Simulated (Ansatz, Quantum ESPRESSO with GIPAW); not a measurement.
# 17O shielding of cubic BaTiO₃ by GIPAW: effect of k mesh, functional, cell and cutoff

In cubic BaTiO₃ each oxygen lies midway between two Ti ions, with four Ba ions further out. Excitations from filled O 2p to empty Ti 3d states give a large paramagnetic term, which makes the isotropic 17O shielding negative.

Problem: find which choice moves this shielding most, the geometry, the functional or the numerical settings, and what each costs. The answer shows where effort is best spent before a computed shift is used to assign a spectrum. All changes are measured from the PBE run on the COD structure at 60 Ry and 7×7×7, where σ = −361.45 ppm. A negative change means less shielding, hence a larger shift.

## Systems and settings

One crystal, BaTiO3 (Pm-3m) (known phase (high-temperature form)), started from its database entry. Shieldings by GIPAW in Quantum ESPRESSO with gipaw.x (a patched development version 8.0), plane-wave PAW files from pslibrary 1.0.0 recipes, scalar-relativistic cores, no spin-orbit coupling, no spin, static atoms; each row names its functional, geometry, wave-function cutoff and mesh. Where a run printed a macroscopic shape term, it was subtracted afterwards. Relaxed geometries were made with Ansatz 0.2.0 (PBE), pw.x of Quantum ESPRESSO (PBE), at cutoffs of 420 eV; 60 Ry, on the k meshes 4×4×4. k meshes of the tabled runs: 4×4×4 shifted, 7×7×7 shifted. In some ground-state or relaxation runs pw.x warned of eigenvalues not converged in a step; every run reached its self-consistency threshold. Times are rough, from shared Arm and x86 server processors.

Notes on method and selection:

- Shielding and shift run in opposite directions. A change common to all compounds drops out of shifts once a reference line is fitted at the same level; a change of geometry does not.
- Rows with a low cutoff or a coarse mesh were run to show the error.
- Times also depend on the processor, its load and the number of parallel ranks, which differ from row to row.
- The response operators are non-relativistic and spin-orbit coupling is absent, so values at or next to heavy atoms are less sure.
- These shielding methods need a band gap: all members are semiconductors or insulators at this level. The paramagnetic part grows as the gap narrows, and semilocal functionals make gaps too small.
- Geometries relaxed on a much coarser k mesh than that of the tabled run need not be minima on the finer mesh.
- Runs that did not converge, have known faults or may not be shown are not listed, and runs on Ansatz's PAW sets soft_1 and soft_2 are kept to separate tables.

Columns:

- bond length (Å): mean distance from O to its first shell (bound to Ti2Ba4).
- change of σ(17O) (ppm): 17O shielding minus that of the run «PBE, COD structure, 60 Ry, 7x7x7 k mesh».
- core part (ppm): the part of the 17O shielding from the frozen core, fixed by the PAW file.
- f-sum miss (electrons): largest miss of the f-sum rule for the valence electrons, chiefly a test of the k mesh, at times of the cutoff.
- σ(17O) (ppm): isotropic 17O shielding, absolute scale, with the macroscopic shape term taken out.
- σ(137Ba) (ppm): isotropic 137Ba shielding, absolute scale, with the macroscopic shape term taken out.
- cost (core-s): processor time of the ground state and the response.

Input lines of one member:

```
&inputgipaw
  job = 'nmr'
  prefix = 'x'
  tmp_dir = './tmp/'
  restart_mode = 'from_scratch'
  verbosity = 'low'
  q_gipaw = 0.01
  spline_ps = .true.
  conv_threshold = 1.0d-14
  use_nmr_macroscopic_shape = .false.
  pawproj(1) = .true.
  pawproj(2) = .true.
  pawproj(3) = .true.
/
```

Command (options for logging and memory left out): `mpirun -np 4 gipaw.x -in nmr.in > nmr.out`

## Table of results

```
member                                                             bond length (Å)  change of σ(17O) (ppm)  core part (ppm)  f-sum miss (electrons)  σ(17O) (ppm)  σ(137Ba) (ppm)  cost (core-s)  remark
PBEsol, COD structure, 60 Ry, 4x4x4 k mesh                         2.5561           −59.6                   270.5            0.1650                  −421.08       4748.8          590            f-sum rule missed by 0.165 electrons
PBEsol, COD structure, 60 Ry, 7x7x7 k mesh                         2.5561           −7.8                    270.5            0.0024                  −369.26       4770.3          1600
PBE, COD structure, 60 Ry, 7x7x7 k mesh                            2.5561           0.0                     271.1            0.0024                  −361.45       4833.4          1500
LDA, COD structure, 60 Ry, 7x7x7 k mesh                            2.5561           −27.1                   269.6            0.0023                  −388.51       4732.8          960
PBE, COD structure, 40 Ry, 7x7x7 k mesh                            2.5561           3.9                     271.1            0.0308                  −357.50       4834.9          670            f-sum rule missed by 0.031 electrons
PBE, COD structure, 60 Ry, 4x4x4 k mesh                            2.5561           −49.2                   271.1            0.1673                  −410.65       4814.5          400            f-sum rule missed by 0.167 electrons
PBE, atoms and cell relaxed with PBE, 60 Ry, 7x7x7 k mesh          2.5648           −5.6                    271.1            0.0024                  −367.03       4851.3          1200           relaxed on 4×4×4
PBE, atoms and cell relaxed with PBE by pw.x, 60 Ry, 7x7x7 k mesh  2.5686           −8.1                    271.1            0.0024                  −369.56       4859.1          1700           relaxed on 4×4×4
```

## Why the values move as they do

The k mesh moves the shielding most. Going from 7×7×7 to 4×4×4 with PBE changes it by −49.20 ppm. Replacing PBE by LDA in the same cell gives −27.06 ppm, and replacing it by PBEsol −7.81 ppm. The two PBE-relaxed cells give −5.58 and −8.11 ppm, and lowering the cutoff to 40 Ry gives +3.95 ppm. The mesh step is a sampling error, which a finer mesh reduces. Among the choices that then remain, LDA against PBE is the largest, while PBEsol against PBE matters about as much as the cell.

The geometry step is the one that calls for a physical model. Symmetry fixes every atom in this cell, so relaxation changes only the lattice parameter, and the mean bond length d describes it fully.

1. Split the shielding into a part F that does not depend on the cell and a paramagnetic part: σ = F − K/Δ. Here Δ is a mean excitation energy and K a constant. The core part belongs to F: the PAW file fixes it at 271.1 ppm in every PBE row. That the rest of F stays constant is an assumption.

2. Let Δ fall as the crystal expands, because the electrostatic potential that separates O 2p from Ti 3d weakens: Δ = Δ₀[1 − g(d − d₀)/d₀].

3. For small changes this gives a line with two parameters, σ₀ and s:

σ = σ₀ + s(d − d₀), with s = −gK/(Δ₀d₀).

The slope is negative, as the relaxed cells show. Its size can be checked for sense. Without the core part the reference shielding is −361.45 − 271.1 = −632.55 ppm, a rough stand-in for −K/Δ₀. With the slope of −648.8 ppm/Å found in the worked sums, g = 648.8 × 2.5561 / 632.55 = 2.6. A bond longer by 1 % would then lower Δ by roughly 2.6 %, more than a bare Coulomb term, which scales as 1/d, would give. That is plausible if the gap is the small remainder of a large electrostatic term and opposing atomic terms. The table has no column for the gap, so this mechanism rests on theory.

## Fixing and testing the model

The two parameters are fixed on the PBE run in the COD structure (d₀ = 2.5561 Å, σ₀ = −361.45 ppm) and the PBE run in the cell relaxed by pw.x (2.5686 Å, −369.56 ppm), both at 60 Ry and 7×7×7:

s = (−369.56 + 361.45) / (2.5686 − 2.5561) = −8.11 / 0.0125 = −648.8 ppm/Å.

**Other PBE-relaxed cell, 2.5648 Å.**
−361.45 − 648.8 × 0.0087 = −367.09 ppm.
The table has −367.03 ppm. The difference of 0.06 ppm is no more than the rounding of the bond lengths allows.

**LDA, COD structure, 7×7×7.**
−361.45 − 648.8 × 0 = −361.45 ppm.
The table has −388.51 ppm, lower by 27.06 ppm.

**PBEsol, COD structure, 7×7×7.**
The bond length is again that of the reference, so the line gives −361.45 ppm.
The table has −369.26 ppm, lower by 7.81 ppm.

**PBE, COD structure, 4×4×4.**
The line gives −361.45 ppm once more.
The table has −410.65 ppm, lower by 49.20 ppm.

Only the first case tests the line as a rule for geometry; the other three measure what it leaves out. A stricter test drops each of the three PBE cells in turn and predicts it from the other two. The line then misses by at most 0.21 ppm, whereas the mean of the other two misses by roughly 1.5 to 6.8 ppm. Three cells are few, but over this short range the shielding is close to linear in bond length. Any smooth dependence would look so here, so the fit supports the line as a rule and not the mechanism behind it.

## Departures from the trend

The line fails wherever something other than the cell changes. Over the six rows not used to fix it, its mean absolute miss is roughly 25 ppm, against a mean absolute deviation of roughly 21 ppm about their own mean. It is therefore a rule for geometry at one fixed level only.

For LDA (−27.06 ppm) the assumption of a common Δ and K is the likely failure. The core part accounts for only 269.6 − 271.1 = −1.5 ppm. A smaller excitation energy in LDA would have the right sign for the rest.

For the 4×4×4 mesh (−49.20 ppm) the sampling fails, not the chemistry. The f-sum rule is missed by 0.1673 electrons instead of 0.0024, and the change lies almost wholly in the paramagnetic and bare parts. With PBEsol the same step is −421.08 + 369.26 = −51.82 ppm, so the mesh error does not cancel exactly between functionals.

At 40 Ry the f-sum miss is 0.0308 electrons, yet the shielding moves by only +3.95 ppm, and upwards. The f-sum miss is thus a warning and cannot be converted into ppm.

## Cost

With PBE, the step from 4×4×4 to 7×7×7 raises the cost from 400 to 1500 core-s and changes the result by 49.20 ppm. It is the best use of processor time in the table, though no finer mesh is there to show what error is left at 7×7×7. Going from 40 to 60 Ry on the fine mesh raises the cost from 670 to 1500 core-s and changes the result by only 3.95 ppm. Where time is short, the cutoff should therefore be lowered before the mesh.

The five runs at 60 Ry and 7×7×7 range from 960 to 1700 core-s. The three PBE runs alone range from 1200 to 1700 core-s, and processors and loads differ from row to row, so no functional can be called cheaper. The cost of relaxing the cell is not included in the column.

## Conclusions and limits

The line holds for PBE at 60 Ry and 7×7×7, between 2.5561 and 2.5686 Å. This range is only 0.5 % of the bond length, so the small geometry effect reflects a small change of cell. In shifts, any part of the functional step common to all compounds drops out once a reference line is fitted at the same level; the geometry step stays.

One error common to all rows could exceed the table's whole spread of 63.58 ppm. Semilocal functionals make the gap too small and so the paramagnetic part too large. Suppose, purely as an illustration, that the true mean excitation energy is 20 % higher. The shielding would then rise by about 632.55 × (1 − 1/1.2) = 105 ppm, or roughly +100 ppm. All rows share this kind of error, so agreement between them says little about closeness to experiment.

[Logs are printed without paths, hosts, clocks, repeated set-up lines and the standing remarks that a program may print on its own settings, such as how far it seeks lower states.]
